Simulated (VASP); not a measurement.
# Si (Imma) in VASP: a series of runs, part 2 of 2

VASP 6.6.1.

### 4 Single point, LDA

This run uses another cell than the first one, of 19.75 Å³/atom, 0.998 times its volume.

INCAR

```
SYSTEM = Si
PREC = Accurate
ENCUT = 520
EDIFF = 1E-6
ISMEAR = 0
SIGMA = 0.1
LREAL = .False.
LASPH = .True.
NELM = 100
ALGO = Fast
ISIF = 2
LWAVE = .False.
LCHARG = .False.
NBANDS = 16
```

KPOINTS

```
Automatic mesh
0
Gamma
  6 4 6
  0 0 0
```

POSCAR

```
Si
1.0
    3.8310063354      0.0000000000      0.0000000000
    0.0000000000      5.4178611170      0.0000000000
    0.0000000000      0.0000000000      3.8062867333
Si
4
Direct
    0.0000000000      0.0000000000      0.0000000000
    0.5000000000      0.5000000000      0.5000000000
    0.0000000000      0.2500000000      0.5000000000
    0.5000000000      0.7500000000      0.0000000000
```

Potentials or basis: VASP PAW LDA potentials, release 64 (Si).

On the command line:

```console
$ cat potpaw_LDA.64/Si/POTCAR > POTCAR
$ mpirun -np 1 vasp_std > vasp.out
```

OUTCAR:

```text
SYSTEM = Si
   PREC = Accurate
   ENCUT = 520
   EDIFF = 1E-6
   ISMEAR = 0
   LREAL = .False.
   LASPH = .True.
   NELM = 100
   ISIF = 2

 ion  position               nearest neighbor table
   1  0.000  0.000  0.000-   3 2.34   3 2.34   4 2.35   4 2.35
   2  0.500  0.500  0.500-   4 2.34   4 2.34   3 2.35   3 2.35
   3  0.000  0.250  0.500-   1 2.34   1 2.34   2 2.35   2 2.35
   4  0.500  0.750  0.000-   2 2.34   2 2.34   1 2.35   1 2.35

  LATTYP: Found a simple orthorhombic cell.
 ALAT       =     3.8062867333
 B/A-ratio  =     1.0064944141
 C/A-ratio  =     1.4233980508

  Lattice vectors:

 A1 = (   0.0000000000,   0.0000000000,   3.8062867333)
 A2 = (   3.8310063354,   0.0000000000,   0.0000000000)
 A3 = (   0.0000000000,   5.4178611170,   0.0000000000)

Analysis of symmetry for initial positions (statically):
=====================================================================
 Subroutine PRICEL returns following result:

  LATTYP: Found a body centered orthorhombic cell.
 ALAT       =     3.8062867333
 B/A-ratio  =     1.0064944141
 C/A-ratio  =     1.4233980508

  Lattice vectors:

 A1 = (  -1.9155031677,  -2.7089305585,  -1.9031433666)
 A2 = (   1.9155031677,  -2.7089305585,   1.9031433666)
 A3 = (  -1.9155031677,   2.7089305585,   1.9031433666)

   2 primitive cells build up your supercell.

 Routine SETGRP: Setting up the symmetry group for a
 simple orthorhombic supercell.

 Subroutine GETGRP returns: Found  8 space group operations
 (whereof  4 operations were pure point group operations)
 out of a pool of  8 trial point group operations.

The static configuration has the point symmetry C_2v.
 The point group associated with its full space group is D_2h.

Analysis of symmetry for dynamics (positions and initial velocities):
=====================================================================
 Subroutine PRICEL returns following result:

[... 143 lines left out ...]
  Fermi-wavevector in a.u.,A,eV,Ry     =   0.961393  1.816768 12.575533  0.924276
  Thomas-Fermi vector in A             =   2.090760
   LORBIT       =      0    0 simple, 1 ext, 2 COOP (PROOUT), +10 PAW based schemes
   GGA     = CA    functional components
   LHFCALC =     F    Hartree Fock is set to
   AEXX    =    0.0000 exact exchange contribution
   IVDW    =     0    specifies the selected vdW correction
   LEPSILON=     F    determine dielectric tensor
   LRPA    =     F    only Hartree local field effects (RPA)
 non-spin polarized calculation
 RMM-DIIS sequential band-by-band and
 Gauss-broadening in eV      SIGMA  =   0.10
  energy-cutoff  :      520.00
  volume of cell :       79.00
 maximum number of plane-waves:      2144
   NGX = 15   NGY = 21   NGZ = 15

 number of electron      16.0000001 magnetization

 Free energy of the ion-electron system (eV)
  ---------------------------------------------------
  ext. energy  EPLUGINS =         0.00000000
  ---------------------------------------------------
  free energy    TOTEN  =       -23.81980673 eV

  energy without entropy =      -23.81980334  energy(sigma->0) =      -23.81980504

 E-fermi :   6.1726     XC(G=0):  -9.6556

 val. band max:        5.9289882303   @ k =   0.0000   0.0000   0.0000
 cond. band min:       6.4226438721   @ k =   0.0000   0.2500   0.0000
 fundamental gap:      0.4936556418
 Fermi energy:         6.1726065936

 k-point     1 :       0.0000    0.0000    0.0000
  band No.  band energies     occupation
      1      -6.1387      2.00000
      2      -1.9851      2.00000
      3      -1.9319      2.00000
      4       3.0054      2.00000
      5       3.0756      2.00000
      6       5.8966      1.99991
[... 433 lines left out ...]
      3      -1.0134      2.00000
      4      -1.0134      2.00000
      5       3.2893      2.00000
      6       3.2893      2.00000
[... 8 lines left out ...]
     15      13.9280      0.00000
     16      14.0208      0.00000

 [... further k-points ...]

------------------------ aborting loop because EDIFF is reached ----------------------------------------

  FORCE on cell =-STRESS in cart. coord.  units (eV):
  Direction    XX          YY          ZZ          XY          YZ          ZX
  --------------------------------------------------------------------------------------
  -------------------------------------------------------------------------------------
  Total       -0.3181324     -0.2777932      0.3592128      0.0000000      0.0000000      0.0000000
  in kB       -6.4517319     -5.6336514      7.2848430      0.0000000      0.0000000      0.0000000
  external PRESSURE =      -1.6001801 kB  Pullay stress =       0.0000000 kB

 VOLUME and BASIS-vectors are now :
 -----------------------------------------------------------------------------
  energy-cutoff  :      520.00
  volume of cell :       79.00
      direct lattice vectors                 reciprocal lattice vectors
     3.831006335  0.000000000  0.000000000     0.261028020  0.000000000  0.000000000
     0.000000000  5.417861117  0.000000000     0.000000000  0.184574683  0.000000000
     0.000000000  0.000000000  3.806286733     0.000000000  0.000000000  0.262723244

 POSITION                                       TOTAL-FORCE (eV/Angst)
 -----------------------------------------------------------------------------------
      0.00000      0.00000      0.00000         0.000000     -0.063659      0.000000
      1.91550      2.70893      1.90314        -0.000000     -0.063659      0.000000
      0.00000      1.35447      1.90314         0.000000      0.063659      0.000000
      1.91550      4.06340      0.00000         0.000000      0.063659     -0.000000
 -----------------------------------------------------------------------------------
    total drift:                               -0.000000      0.000000     -0.000000

  FREE ENERGIE OF THE ION-ELECTRON SYSTEM (eV)
  ---------------------------------------------------
  free  energy   TOTEN  =       -23.8198067344 eV

  energy  without entropy=      -23.8198033406  energy(sigma->0) =      -23.81980504
```

OSZICAR:

```text
N       E                     dE             d eps       ncg     rms          rms(c)
DAV:   1     0.218590736779E+02    0.21859E+02   -0.59045E+03  1536   0.800E+02
DAV:   2    -0.225494324309E+02   -0.44409E+02   -0.40327E+02  2144   0.120E+02
DAV:   3    -0.243424375856E+02   -0.17930E+01   -0.17791E+01  2048   0.220E+01
DAV:   4    -0.243639148146E+02   -0.21477E-01   -0.21473E-01  1896   0.314E+00
DAV:   5    -0.243642979132E+02   -0.38310E-03   -0.38308E-03  2048   0.395E-01    0.722E+00
RMM:   6    -0.239885869385E+02    0.37571E+00   -0.14792E-01  1540   0.163E+00    0.433E+00
RMM:   7    -0.238185438044E+02    0.17004E+00   -0.32191E-01  1657   0.248E+00    0.316E-01
RMM:   8    -0.238193810548E+02   -0.83725E-03   -0.21994E-02  1611   0.835E-01    0.129E-01
RMM:   9    -0.238197000925E+02   -0.31904E-03   -0.52230E-03  1773   0.387E-01    0.123E-01
RMM:  10    -0.238197906785E+02   -0.90586E-04   -0.96852E-04  1763   0.198E-01    0.122E-01
RMM:  11    -0.238202583988E+02   -0.46772E-03   -0.88805E-04  1679   0.150E-01    0.389E-01
RMM:  12    -0.238198054821E+02    0.45292E-03   -0.66471E-04  1627   0.118E-01    0.452E-02
RMM:  13    -0.238198060211E+02   -0.53896E-06   -0.57465E-05  1688   0.457E-02    0.206E-02
RMM:  14    -0.238198067344E+02   -0.71328E-06   -0.54234E-06  1766   0.166E-02
   1 F= -.23819807E+02 E0= -.23819805E+02  d E =-.339377E-05
```

stdout:

```text
POSCAR found type information on POSCAR Si
 POSCAR found :  1 types and       4 ions
 scaLAPACK will be used
 LDA part: xc-table for (Slater(with rela. corr.)+CA(PZ))
 , standard interpolation
 POSCAR, INCAR and KPOINTS ok, starting setup
 FFT: planning ... GRIDC
 FFT: planning ... GRID_SOFT
 FFT: planning ... GRID
 WAVECAR not read
 entering main loop
```

Run time: 25 s. Hardware: 1 thread of AMD EPYC 9R14 (Zen 4), shared host; peak memory 0.14 GiB.

Results:

```yaml
Free_energy: -23.8198 eV
Pressure: -0.2 GPa
Largest_force: 0.064 eV/Å
Band_gap_on_the_k_mesh: 0.49 eV
```

Forces on the atoms (eV/Å):
```
Si   0.000 -0.064  0.000
Si   0.000 -0.064  0.000
Si   0.000  0.064  0.000
Si   0.000  0.064  0.000
```

Stress tensor (GPa, compression positive):
```
-0.65  0.00  0.00
 0.00 -0.56  0.00
 0.00  0.00  0.73
```

### 5 The runs side by side

| cell | k mesh | smearing | further INCAR settings | gap on the mesh (eV) | pressure (GPa) | largest force (eV/Å) |
| --- | --- | --- | --- | --- | --- | --- |
| Imma, 19.79 Å³/atom | 10 × 8 × 10 | gaussian 0.02 eV | ALGO = Fast; EDIFF = 1e-06; NBANDS = 16 | 0.43 | -0.4 | - |
| Imma, 19.75 Å³/atom | 10 × 8 × 10 | gaussian 0.02 eV | ALGO = Fast; EDIFF = 1e-07; NBANDS = 16 | 0.43 | -0.2 | 0.06 |
| Imma, 19.75 Å³/atom | 6 × 4 × 6 | gaussian 0.1 eV | ALGO = Fast; EDIFF = 1e-06; NBANDS = 16 | 0.49 | -0.2 | 0.06 |

Alike in all rows: task single point; level LDA; potentials or basis VASP PAW LDA potentials, release 64 (Si); no spin polarisation; cutoff (eV) 520.

On the cell as given the gap runs from 0.43 eV (LDA) to 0.49 eV (LDA); the meshes differ, which moves gaps too.

Total energies depend on the potentials used, so only differences within one code and one set of settings carry meaning.
